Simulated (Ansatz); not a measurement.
# MoP (P-6m2) in Ansatz: settings compared

Aim: see how the results for MoP move with the level of theory and the settings. Levels: PBE, RPBE. Tasks: single point.

Everything below comes from runs of Ansatz 0.2.0. Logs are shortened: lines on timing, memory, paths and dates and some standing lists are left out, and cuts for length are marked.

## 1. The crystal as given

It takes space group P-6m2 (No. 187, hexagonal). The conventional cell has a = 3.223 Å, b = 3.223 Å, c = 3.191 Å, α = 90.00°, β = 90.00°, γ = 120.00°. Mo (site symmetry -6m2) has 6 P at 2.45 Å as nearest neighbours. P (site symmetry -6m2) has 6 Mo at 2.45 Å as nearest neighbours.

## 2. Single point, PBE

input.yaml reads:

```yaml
crystal:
  lattice:
    - [3.223, 0.0, 0.0]
    - [-1.6115, 2.7911998764, 0.0]
    - [0.0, 0.0, 3.191]
  atoms:
    - { symbol: Mo, position: [0.0, 0.0, 0.0] }
    - { symbol: P, position: [0.3333333333, 0.6666666667, 0.5] }
kpoints:
  mp_grid: { grid: [10, 10, 8] }
scf:
  occupations: { method: gaussian, width: 0.025 }
hamiltonian:
  xc: pbe
  pseudopotentials: { kind: all_electron, lapw: { basis_error: 0.001 } }
output:
  forces: true
  stress: true
  eigenvalues: true
```

Potentials or basis: all-electron LAPW, scalar-relativistic.

Started as:

```bash
$ ansatz run input.yaml --threads 1 --pin off --max-ram 3072MiB --backend cpu --events-out ev --progress --plain --runs-dir out
```

Log:

```text
Warning: RAYON_NUM_THREADS=1 ignored (pool sized by the plan → 1); use --threads N
LAPW: plane waves up to 8.159 Å⁻¹, error target 1.0e-3 eV per atom; small_component_spin mean_spin; P in spheres of 1.092 Å, 13 of its electrons in bands, Dirac shells []; Mo in spheres of 1.359 Å, 30 of its electrons in bands, Dirac shells [] (how accurate: hamiltonian.pseudopotentials.lapw.basis_error, Limitations)
Engine: ansatz 0.2.0, x86_64-unknown-linux-gnu
Pseudopotentials: kind: all_electron
Pseudopotential: Mo, LAPW, valence charge 30, lapw/all_electron/scalar/gaussian/Mo, Koelling and Harmon's equation, gaussian nucleus
Pseudopotential: P, LAPW, valence charge 13, lapw/all_electron/scalar/gaussian/P, Koelling and Harmon's equation, gaussian nucleus
Functional definition: PBE
  parameter kappa = 0.804
  parameter beta = 0.06672455060314922
  exchange = pbe_x(kappa = kappa, mu = beta*pi^2/3)
  correlation = pbe_c(beta = beta)
Crystal: 2 atoms, lattice volume = 28.706 Å³
Basis set: ecut = 253.62932429670153 eV, 255 PW (Γ), exchange–correlation at level 2
Bands: 26, of which v1, the nominal top of the filled ones, is band 22 counted from 1 (21 counted from 0)
Symmetry: 12 space group operations
Space group: P-6m2 (ITA 187), of the structure as read, at distance tolerance 3.1e-5 Å
k-points: 70 of 800 (time reversal used)
Non-local potential: Mo, projectors of the file, none
Non-local potential: P, projectors of the file, none
Initial density: superposition of atomic densities (chi_scale 0.1, normalization cell, long waves kept (reshape's long-wave potential 0.00 eV rms))
Initial wavefunctions: plane waves of lowest kinetic energy (no species holds an atomic orbital)
Functional: x = pbe(κ = 0.804, μ = 0.2195149727645171), c = pbe(β = 0.06672455060314922)
iter 1 solved again at ethr=3.68e-3 eV; its pass at ethr=1.00e-1 eV (dr2=1.58e0 eV) is discarded
SCF iter   1: F=—  HF=-119489.137667 eV  |F-HF|=—  |Δ(HF+E_count)|=         —  Δρ=6.52e-2  dr2=1.59e0  ethr=3.68e-3  ⟨swp⟩=2.0  Hψ=11611  notcnv=0
preconditioner: auto → none  [insulator: Δε(μ)=0.041 eV  Ē_g=9.260 eV  σ=0.025 eV  W_gap=0.73  n_scr=8 (ndim 8)  ℏωp=23.0 eV  f_vac=0.000  D(μ)=0.59/eV (n_scr^D=0)  ε∞_Penn≈7.2]
SCF iter   2: F=—  HF=-119488.780051 eV  |F-HF|=—  |Δ(HF+E_count)|=   3.58e-1  Δρ=5.17e-2  dr2=1.29e0  ethr=3.68e-3  ⟨swp⟩=3.0  Hψ=5608  notcnv=0
iter 3 solved again at ethr=6.09e-5 eV; its pass at ethr=3.00e-3 eV (dr2=2.62e-2 eV) is discarded
SCF iter   3: F=—  HF=-119488.203983 eV  |F-HF|=—  |Δ(HF+E_count)|=   5.76e-1  Δρ=1.29e-2  dr2=2.61e-2  ethr=6.09e-5  ⟨swp⟩=2.2  Hψ=9117  notcnv=0
SCF iter   4: F=—  HF=-119488.195145 eV  |F-HF|=—  |Δ(HF+E_count)|=         —  Δρ=2.51e-3  dr2=2.75e-3  ethr=6.07e-5  ⟨swp⟩=2.4  Hψ=5626  notcnv=0
the basis was enlarged: its passes take 2.7 MiB over the memory plan, 1 of 1 planned eigensolver slots
SCF iter   5: F=—  HF=-119488.193185 eV  |F-HF|=—  |Δ(HF+E_count)|=   1.96e-3  Δρ=5.17e-4  dr2=6.28e-5  ethr=6.40e-6  ⟨swp⟩=2.0  Hψ=5298  notcnv=0
SCF iter   6: F=—  HF=-119488.193144 eV  |F-HF|=—  |Δ(HF+E_count)|=   4.15e-5  Δρ=1.94e-4  dr2=1.16e-5  ethr=1.46e-7  ⟨swp⟩=2.0  Hψ=5291  notcnv=0
SCF iter   7: F=—  HF=-119488.193137 eV  |F-HF|=—  |Δ(HF+E_count)|=   6.71e-6  Δρ=2.45e-5  dr2=1.68e-7  ethr=2.70e-8  ⟨swp⟩=2.0  Hψ=5291  notcnv=0
SCF iter   8: F=-119488.193137 eV  HF=-119488.193137 eV  |F-HF|=4.37e-10  |Δ(HF+E_count)|=   1.09e-7  Δρ=1.97e-6  dr2=4.61e-10  ethr=3.92e-10  ⟨swp⟩=2.0  Hψ=5292  notcnv=0
SCF 1 converged in 8 iterations: F = -119488.193137 eV  dr2 = 4.61e-10
SCF converged after 8 iterations
Free energy (F): -119488.193137 eV
Harris-Foulkes:  -119488.193137 eV  (|F-HF|=4.37e-10)
Internal energy: -119488.193010 eV  (E = F + TS)
E sigma→0 (E₀):  -119488.193074 eV
Entropy (-TS):   -0.000127 eV (-0.063 meV/atom)
Fermi energy:    19.220939 eV
--- Per-component energies (eV) ---
  E_band       = -5052.519229
  E_kinetic    = 123521.869724
  E_xc         = -4005.573059
  E_electrostatic = -239004.489675  (all electrons and nuclei)
  E_smearing   = -0.000127  (= −TS)
  E_closure    = 0.000000  (closes the sum)
  E_atoms      = -119470.547489  (free atoms, spherical and without spin; not in F)
  Σ components = -119488.193137   (vs F -119488.193137, Δ=0.00e0)
  Basis errors (estimates in eV, not in F): energy 3.8e-4 per atom: plane waves 3.4e-4 (1.9e-4 summed), levels above the bands 0.0e0, relativity 3.3e-8, radial functions 3.8e-5, core shells 1.8e-7; eigenvalues (radial functions only) 1.5e-6; not estimated: angular momenta, meshes, grids; target (lapw.basis_error) 1.0e-3; muffin-tin radii P 1.092 Å, Mo 1.359 Å
--- Forces (eV/Å), atoms counted from 1 ---
  atom   1  Mo     0.00000000     0.00000000     0.00000000
  atom   2  P      0.00000000     0.00000000     0.00000000
  max |Σ_I F_I| component: 3.93e-17 eV/Å
--- Stress (GPa, compression-positive) ---
        2.825437       0.000000       0.000000
        0.000000       2.825437       0.000000
        0.000000       0.000000       2.038053
  P = ⅓ Tr σ = 2.5630 GPa (25.630 kbar)
--- Band table (eV; the first three rows and the last of 70) ---
  k-point 0: bands = ["-356.7592", "-356.7148", "-356.7148", "-198.6417", "-198.6082", "-198.6082", "-198.5881", "-198.5881", "-149.7218", "-100.2073", "-100.2073", "-100.1961", "-41.9772", "-16.1306", "-15.9146", "-15.9146", "5.2907", "15.0426", "15.9208", "15.9208", "18.5079", "19.4912", "19.4912", "23.3468", "23.3468", "24.7699"]
  k-point 1: bands = ["-356.7592", "-356.7148", "-356.7148", "-198.6417", "-198.6082", "-198.6082", "-198.5881", "-198.5881", "-149.7218", "-100.2073", "-100.2073", "-100.1961", "-41.9742", "-16.1746", "-15.9108", "-15.9108", "5.5423", "14.7098", "16.0372", "16.0372", "18.4461", "18.9172", "18.9172", "23.7287", "23.7287", "24.9789"]
  k-point 2: bands = ["-356.7592", "-356.7148", "-356.7148", "-198.6417", "-198.6082", "-198.6082", "-198.5881", "-198.5881", "-149.7218", "-100.2073", "-100.2073", "-100.1961", "-41.9670", "-16.2797", "-15.9016", "-15.9016", "6.2396", "13.5834", "16.3255", "16.3255", "18.0076", "18.0076", "18.9065", "23.4815", "23.4815", "25.5227"]
  k-point 69: bands = ["-356.7592", "-356.7148", "-356.7148", "-198.6417", "-198.6082", "-198.6082", "-198.5881", "-198.5881", "-149.7218", "-100.2073", "-100.2073", "-100.1962", "-41.9219", "-16.3393", "-16.1420", "-16.0752", "8.3569", "12.4462", "13.4896", "15.9356", "17.8255", "20.8303", "22.4783", "22.7617", "23.7081", "24.7893"]
```

Wall time 32 s (1 thread of Intel Xeon at 2.50GHz (Skylake/Cascade Lake), shared host); peak memory 0.35 GiB.

Results:

```
Free energy            : -119488.1931 eV
Pressure               : 2.6 GPa
Band gap on the k mesh : none (metal or under the smearing width)
```

Stress tensor (GPa, compression positive):
```
2.83 0.00 0.00
0.00 2.83 0.00
0.00 0.00 2.04
```

## 3. Single point, RPBE

Edit input.yaml of step 2 so:

```diff
@@ -11,5 +11,5 @@
 scf:
-  occupations: { method: gaussian, width: 0.025 }
+  occupations: { method: gaussian, width: 0.1 }
 hamiltonian:
-  xc: pbe
+  xc: rpbe
   pseudopotentials: { kind: all_electron, lapw: { basis_error: 0.001 } }
```

Potentials or basis: all-electron LAPW, scalar-relativistic.

Started as:

```bash
$ ansatz run input.yaml --threads 1 --pin off --max-ram 3072MiB --backend cpu --events-out ev --progress --plain --runs-dir out
```

It took 28 s on 1 thread of Intel Xeon at 2.50GHz (Skylake/Cascade Lake), shared host; peak memory 0.35 GiB.

The run converged. Its results:

```yaml
Free_energy: -119498.3677 eV
Pressure: 5.5 GPa
Band_gap_on_the_k_mesh: none (metal or under the smearing width)
```

Stress tensor (GPa, compression positive):
```
5.55 0.00 0.00
0.00 5.55 0.00
0.00 0.00 5.34
```

Levels at points of the mesh, in eV from the Fermi level:
```
             k point  band 20  band 21  band 22  band 23  band 24  band 25
  (0.00, 0.00, 0.00)    -3.28    -0.69     0.28     0.28     4.16     4.16
 (0.00, 0.00, -0.50)    -2.71    -1.65    -1.65     1.36     2.96     2.96
 (0.00, -0.50, 0.00)    -3.71    -1.26    -0.41     1.74     2.39     4.66
(0.00, -0.50, -0.50)    -4.42    -1.02     1.45     1.87     3.58     5.10
```
